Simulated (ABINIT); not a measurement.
Crystal: Mg.

```
Mg
1.0
    -1.77276    1.77276    1.77276
     1.77276   -1.77276    1.77276
     1.77276    1.77276   -1.77276
Mg
1
Direct
  0.00000 0.00000 0.00000
```

This isn't the form of Mg at room conditions, which is hcp.

```yaml
Program: ABINIT 10.8.3 (patched build)
Task: single point
Functional: PBE
Potentials_or_basis: JTH PAW PBE v2.0
Cutoff: 517 eV
k_mesh: 11 × 11 × 11
Occupations: fermi-dirac, width 0.05 eV
Spin: no spin polarisation
```

On this cell: pressure 0.6 GPa; band gap on the k mesh none (metal or under the smearing width).

The same run follows on a disturbed copy (cell strained at random at fixed volume):

```
Mg
1.0
    -1.76811    1.75773    1.74720
     1.76248   -1.78962    1.77345
     1.78739    1.80889   -1.77909
Mg
1
Direct
  0.98579 0.98928 0.97885
```

Q: What does the disturbed cell give?

A: The energy (extrapolated to zero smearing) moves by +1.2 meV/atom; pressure 0.6 GPa; band gap on the k mesh none (metal or under the smearing width).

Stress tensor (GPa, compression positive):
```
 0.57 -0.34  0.11
-0.34  0.55  0.60
 0.11  0.60  0.70
```
